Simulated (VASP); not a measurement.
# InP (F-43m) in VASP: notebook

One crystal, InP, is run at these levels: PBE; tasks: G0W0 quasiparticle levels.

All numbers are computed with VASP 6.6.1; they aren't measurements. Logs are shortened: lines on timing, memory, paths and dates and some standing lists are left out, and cuts for length are marked.

## (1) Starting point

The structure is cubic, space group F-43m (No. 216). The conventional cell has a = 5.861 Å, b = 5.861 Å, c = 5.861 Å, α = 90.00°, β = 90.00°, γ = 90.00°. In (site symmetry -43m) has 4 P at 2.54 Å as nearest neighbours. P (site symmetry -43m) has 4 In at 2.54 Å as nearest neighbours.

## (2) G0W0 quasiparticle levels, PBE

Contents of POSCAR:

```
InP
1.0
    0.0000000000      2.9305000000      2.9305000000
    2.9305000000      0.0000000000      2.9305000000
    2.9305000000      2.9305000000      0.0000000000
In P
1 1
Direct
    0.0000000000      0.0000000000      0.0000000000
    0.7500000000      0.7500000000      0.7500000000
```

Contents of INCAR.step1:

```
SYSTEM = InP
ALGO     = Normal         ! electronic algorithm
EDIFF    = 1E-8           ! SCF threshold, eV
ENCUT    = 450            ! plane-wave cutoff, eV
GGA      = PE             ! functional
ISMEAR   = 0              ! smearing method
LASPH    = .TRUE.         ! aspherical terms in the spheres
LCHARG   = .FALSE.        ! write CHGCAR
LREAL    = .FALSE.        ! projectors in reciprocal space
LWAVE    = .TRUE.         ! write WAVECAR
NELM     = 80             ! most SCF steps
PREC     = Accurate       ! precision mode
SIGMA    = 0.01           ! smearing width, eV
```

Contents of INCAR.step2:

```
SYSTEM = InP
ALGO     = Exact          ! electronic algorithm
EDIFF    = 1E-8           ! SCF threshold, eV
ENCUT    = 450            ! plane-wave cutoff, eV
GGA      = PE             ! functional
ISMEAR   = 0              ! smearing method
ISTART   = 1            
LASPH    = .TRUE.         ! aspherical terms in the spheres
LCHARG   = .FALSE.        ! write CHGCAR
LOPTICS  = .TRUE.         ! frequency-dependent dielectric function
LREAL    = .FALSE.        ! projectors in reciprocal space
LWAVE    = .TRUE.         ! write WAVECAR
NBANDS   = 210            ! bands
NELM     = 1              ! most SCF steps
PREC     = Accurate       ! precision mode
SIGMA    = 0.01           ! smearing width, eV
```

Contents of INCAR.step3:

```
SYSTEM = InP
ALGO     = EVGW0          ! electronic algorithm
EDIFF    = 1E-8           ! SCF threshold, eV
ENCUT    = 450            ! plane-wave cutoff, eV
ENCUTGW  = 200            ! cutoff of the response function
GGA      = PE             ! functional
ISMEAR   = 0              ! smearing method
ISTART   = 1            
LASPH    = .TRUE.         ! aspherical terms in the spheres
LCHARG   = .FALSE.        ! write CHGCAR
LREAL    = .FALSE.        ! projectors in reciprocal space
LWAVE    = .FALSE.        ! write WAVECAR
NBANDS   = 210            ! bands
NBANDSGW = 17           
NELMGW   = 1            
NOMEGA   = 48             ! frequency points
PREC     = Accurate       ! precision mode
PRECFOCK = Fast         
SIGMA    = 0.01           ! smearing width, eV
```

Contents of KPOINTS:

```
k-points
0
G
  5 5 5
  0 0 0
```

Potentials or basis: VASP PAW PBE potentials, release 64 (In_d_GW, P_GW).

Launch:

```console
> cat potpaw_PBE.64/In_d_GW/POTCAR potpaw_PBE.64/P_GW/POTCAR > POTCAR
> cp INCAR.step1 INCAR
> mpirun -np 1 vasp_std > vasp.out
> cp INCAR.step2 INCAR
> mpirun -np 1 vasp_std > vasp.out
> cp INCAR.step3 INCAR
> mpirun -np 1 vasp_std > vasp.out
```

OUTCAR:

```text
SYSTEM = InP
   EDIFF = 1E-8
   ENCUT = 450
   ENCUTGW = 200
   GGA = PE
   ISMEAR = 0
   ISTART = 1
   LASPH = .TRUE.
   LREAL = .FALSE.
   NELMGW = 1
   PREC = Accurate
   PRECFOCK = Fast

 Found     10 irreducible k-points:

 Following reciprocal coordinates:
            Coordinates               Weight
  0.000000  0.000000  0.000000      1.000000
  0.200000  0.000000  0.000000      8.000000
  0.400000  0.000000  0.000000      8.000000
  0.200000  0.200000  0.000000      6.000000
  0.400000  0.200000  0.000000     24.000000
 -0.400000  0.200000  0.000000     24.000000
   k-points           NKPTS =     10   k-points in BZ     NKDIM =    125   number of bands    NBANDS=    210
   number of dos      NEDOS =    301   number of ions     NIONS =      2
   total plane-waves  NPLWV =  27000
   dimension x,y,z NGX =    30 NGY =   30 NGZ =   30
   dimension x,y,z NGXF=    60 NGYF=   60 NGZF=   60
   ions per type =               1   1
   NGX,Y,Z   is equivalent  to a cutoff of  12.03, 12.03, 12.03 a.u.
   NGXF,Y,Z  is equivalent  to a cutoff of  24.07, 24.07, 24.07 a.u.
 SYSTEM =  InP
   PREC   = accura    normal or accurate (medium, high low for compatibility)
   ISTART =      1    job   : 0-new  1-cont  2-samecut
   ICHARG =      0    charge: 1-file 2-atom 10-const
   ISPIN  =      1    spin polarized calculation?
   LNONCOLLINEAR =      F non collinear calculations
   LSORBIT =      F    spin-orbit coupling
   LASPH  =      T    aspherical Exc in radial PAW
   ENCUT  =  450.0 eV  33.07 Ry    5.75 a.u.   7.17  7.17  7.17*2*pi/ulx,y,z
   NELM   =     60;   NELMIN=  2; NELMDL=  0     # of ELM steps
   EDIFF  = 0.1E-07   stopping-criterion for ELM
   LREAL  =      F    real-space projection
   EDIFFG = 0.1E-06   stopping-criterion for IOM
   NSW    =      0    number of steps for IOM
   IBRION =     -1    ionic relax: 0-MD 1-quasi-New 2-CG
   NFREE  =      0    steps in history (QN), initial steepest desc. (CG)
   ISIF   =      0    stress and relaxation
   ISYM   =      3    0-nonsym 1-usesym 2-fastsym
   POTIM  = 0.5000    time-step for ionic-motion
   TEBEG  =    0.0;   TEEND  =   0.0 temperature during run
   PSTRESS=    0.0 pullay stress
   NELECT =      18.0000    total number of electrons
   NUPDOWN=      -1.0000    fix difference up-down
   EMIN   =  10.00;   EMAX   =-10.00  energy-range for DOS
   EFERMI =   0.00;   METHOD = LEGACY
   ISMEAR =     0;   SIGMA  =   0.01  broadening in eV -4-tet -1-fermi 0-gaus
   EFERMI_NEDOS =   21; number of points for ismear=-14 and -15
   IALGO  =     38    algorithm
   IMIX   =      4    mixing-type and parameters
     AMIX     =   0.40;   BMIX     =  1.00
     AMIX_MAG =   1.60;   BMIX_MAG =  1.00
  volume/ion in A,a.u.               =      25.17       169.83
  Fermi-wavevector in a.u.,A,eV,Ry     =   1.162021  2.195901 18.371846  1.350293
  Thomas-Fermi vector in A             =   2.298587
   LORBIT       =      0    0 simple, 1 ext, 2 COOP (PROOUT), +10 PAW based schemes
   GGA     = PE    functional components
   LHFCALC =     T    Hartree Fock is set to
   PRECFOCK=fast      Normal, Fast or Accurate (Low or Medium for compatibility)
   ENCUT4O =  -1.0   cutoff for four orbital integrals eV
   NKREDX  =     1    reduce k-point grid by
   NKREDY  =     1    reduce k-point grid by
   NKREDZ  =     1    reduce k-point grid by
   AEXX    =    1.0000 exact exchange contribution
   HFSCREEN=    0.0000 screening length (either q_TF or 0.3 A-1)
   HFSCREENC=   0.0000 screening length for correlation (either q_TF or 0.3 A-1)
   ENCUTFOCK=  -1.0 apply spherical cutoff to Coloumb kernel
   IVDW    =     0    specifies the selected vdW correction
   LEPSILON=     F    determine dielectric tensor
   LRPA    =     F    only Hartree local field effects (RPA)
   LRPAFORCE           =     F    calculate RPA forces
   ENCUTGW             = 200.0    cutoff for response function in eV
   ENCUTGWSOFT         = 160.0    soft cutoff for Coulomb kernel in GW response function in eV
   ENCUTLF             =  -1.0    cutoff for local field effects
   NELMGW              =     1    number of iterations in solving QP/BSE equation
   NELMHF              =     1    number of iterations in the inner HF iteration
   NKREDLFX            =     1    NKREDLFY  =   1   NKREDLFZ  =   1
 non-spin polarized calculation
 Gauss-broadening in eV      SIGMA  =   0.01
  energy-cutoff  :      450.00
  volume of cell :       50.33
 maximum number of plane-waves:      1103
 NGX is ok and might be reduce to    30
  NGX = 16; NGY = 16; NGZ = 16
   NGX = 15   NGY = 15   NGZ = 15
 maximum number of plane-waves:       331

 QP shifts <psi_nk| G(iteration)W_0 |psi_nk>: iteration 1
 for sc-GW calculations column KS-energies equals QP-energies in previous step
 and V_xc(KS)=  KS-energies - (<T + V_ion + V_H > + <T+V_H+V_ion>^1  + <V_x>^1)

 k-point   1 :       0.0000    0.0000    0.0000
  band No.  KS-energies  QP-energies   sigma(KS)   V_xc(KS)     V^pw_x(r,r')   Z            occupation Imag(sigma)

      1     -10.2890     -12.5724     -19.8572     -16.5943     -25.3007       0.6998       2.0000      -0.4991
      2     -10.2890     -12.5724     -19.8572     -16.5943     -25.3007       0.6998       2.0000      -0.4991
      3     -10.2890     -12.5724     -19.8572     -16.5943     -25.3007       0.6998       2.0000      -0.4991
      4     -10.1381     -12.4607     -19.9971     -16.6835     -25.3309       0.7009       2.0000      -0.5923
      5     -10.1381     -12.4607     -19.9971     -16.6835     -25.3309       0.7009       2.0000      -0.5923
      6      -7.5906      -8.0551     -12.0671     -11.3027     -18.2779       0.6076       2.0000       0.6050
[... 9 lines left out ...]
     16      13.3382      13.4562     -10.0687     -10.2295      -4.5903       0.7337       0.0000      -0.2941
     17      15.1162      14.8864      -7.9243      -7.6140      -2.2834       0.7405       0.0000      -0.4480

 k-point   2 :       0.2000    0.0000    0.0000
  band No.  KS-energies  QP-energies   sigma(KS)   V_xc(KS)     V^pw_x(r,r')   Z            occupation Imag(sigma)

      1     -10.3322     -12.5603     -19.6910     -16.4918     -25.1956       0.6964       2.0000      -0.4742
      2     -10.2724     -12.5595     -19.8780     -16.6130     -25.3158       0.7005       2.0000      -0.5021
      3     -10.2724     -12.5595     -19.8780     -16.6130     -25.3158       0.7005       2.0000      -0.5021
      4     -10.1372     -12.4606     -19.9956     -16.6840     -25.3330       0.7016       2.0000      -0.5902
      5     -10.1372     -12.4606     -19.9956     -16.6840     -25.3330       0.7016       2.0000      -0.5902
      6      -7.1461      -7.6668     -12.3322     -11.5009     -18.3235       0.6264       2.0000       0.5763
[... 9 lines left out ...]
     16      13.3074      13.0450      -7.8952      -7.5453      -2.4188       0.7500       0.0000      -0.3467
     17      15.3333      15.1540      -8.6576      -8.4172      -2.8128       0.7461       0.0000      -0.4831

 k-point   3 :       0.4000    0.0000    0.0000
  band No.  KS-energies  QP-energies   sigma(KS)   V_xc(KS)     V^pw_x(r,r')   Z            occupation Imag(sigma)

      1     -10.3962     -12.5553     -19.4825     -16.3641     -25.0637       0.6924       2.0000      -0.4412
      2     -10.2526     -12.5454     -19.8978     -16.6272     -25.3229       0.7010       2.0000      -0.5094
      3     -10.2526     -12.5454     -19.8978     -16.6272     -25.3229       0.7010       2.0000      -0.5094
      4     -10.1276     -12.4521     -20.0102     -16.7016     -25.3555       0.7026       2.0000      -0.5847
      5     -10.1276     -12.4521     -20.0102     -16.7016     -25.3555       0.7026       2.0000      -0.5847
      6      -6.1253      -6.7121     -12.9264     -12.0354     -18.5070       0.6586       2.0000       0.5006
[... 9 lines left out ...]
     16      13.6930      13.7456      -9.9117      -9.9831      -4.1853       0.7360       0.0000      -0.3763
     17      17.2121      17.2450     -10.2623     -10.3071      -3.6638       0.7355       0.0000      -0.7408

 k-point   4 :       0.2000    0.2000    0.0000
  band No.  KS-energies  QP-energies   sigma(KS)   V_xc(KS)     V^pw_x(r,r')   Z            occupation Imag(sigma)

      1     -10.3615     -12.5740     -19.6365     -16.4573     -25.1613       0.6959       2.0000      -0.4653
      2     -10.2542     -12.5458     -19.9051     -16.6345     -25.3375       0.7007       2.0000      -0.5054
      3     -10.2542     -12.5458     -19.9051     -16.6345     -25.3375       0.7007       2.0000      -0.5054
      4     -10.1537     -12.4698     -19.9629     -16.6561     -25.3028       0.7004       2.0000      -0.5872
      5     -10.1261     -12.4526     -20.0092     -16.6975     -25.3473       0.7025       2.0000      -0.5909
      6      -7.0004      -7.5288     -12.3840     -11.5454     -18.3142       0.6301       2.0000       0.5678
[... 9 lines left out ...]
     16      15.0776      14.9553      -9.0481      -8.8850      -3.0733       0.7495       0.0000      -0.4974
     17      16.4437      16.2227      -8.1445      -7.8480      -2.3265       0.7455       0.0000      -0.5502

 k-point   5 :       0.4000    0.2000    0.0000
  band No.  KS-energies  QP-energies   sigma(KS)   V_xc(KS)     V^pw_x(r,r')   Z            occupation Imag(sigma)

      1     -10.4098     -12.5678     -19.4873     -16.3709     -25.0745       0.6925       2.0000      -0.4393
      2     -10.2365     -12.5337     -19.9220     -16.6459     -25.3447       0.7012       2.0000      -0.5122
      3     -10.2290     -12.5291     -19.9335     -16.6602     -25.3548       0.7027       2.0000      -0.5116
      4     -10.1566     -12.4694     -19.9544     -16.6512     -25.3008       0.7002       2.0000      -0.5822
      5     -10.1180     -12.4449     -20.0181     -16.7098     -25.3618       0.7033       2.0000      -0.5879
      6      -6.1372      -6.7117     -12.8194     -11.9422     -18.4089       0.6550       2.0000       0.5068
[... 9 lines left out ...]
     16      15.1035      14.9530      -8.6824      -8.4809      -2.8823       0.7474       0.0000      -0.4717
     17      17.0004      16.9949      -9.9299      -9.9224      -3.5056       0.7364       0.0000      -0.6687

 k-point   6 :      -0.4000    0.2000    0.0000
  band No.  KS-energies  QP-energies   sigma(KS)   V_xc(KS)     V^pw_x(r,r')   Z            occupation Imag(sigma)

      1     -10.4165     -12.5529     -19.4421     -16.3488     -25.0527       0.6907       2.0000      -0.4295
      2     -10.2401     -12.5353     -19.9105     -16.6336     -25.3262       0.7004       2.0000      -0.5169
      3     -10.2283     -12.5288     -19.9334     -16.6605     -25.3551       0.7029       2.0000      -0.5111
      4     -10.1390     -12.4558     -19.9869     -16.6805     -25.3342       0.7007       2.0000      -0.5829
      5     -10.1280     -12.4479     -20.0028     -16.6963     -25.3480       0.7016       2.0000      -0.5861
      6      -5.6232      -6.2091     -13.1912     -12.3086     -18.6141       0.6639       2.0000       0.4592
[... 9 lines left out ...]
     16      15.0803      14.9440      -8.5055      -8.3235      -2.8076       0.7490       0.0000      -0.4308
     17      16.6754      16.7473     -10.6255     -10.7239      -3.9726       0.7314       0.0000      -0.7156

 [... further k-points ...]
```

Wall time 30 min (1 thread of AMD EPYC 7R13 (Zen 3), shared host); peak memory 0.86 GiB.

The run converged, but some of its settings lie outside the range that counts as converged, so its numbers aren't taken as properties of the crystal.

What came out:

```yaml
Band_gap_on_the_k_mesh_mean-field_level: 0.70 eV, direct
Quasiparticle_gap: 1.25 eV
Least_direct_quasiparticle_gap: 1.25 eV
```

Caveat: bands, screening cutoff and mesh are small and nothing is extrapolated, so the quasiparticle values aren't converged; spin-orbit coupling is left out, which moves the levels of the heavy elements.

(Part 1 of 3 ends here.)
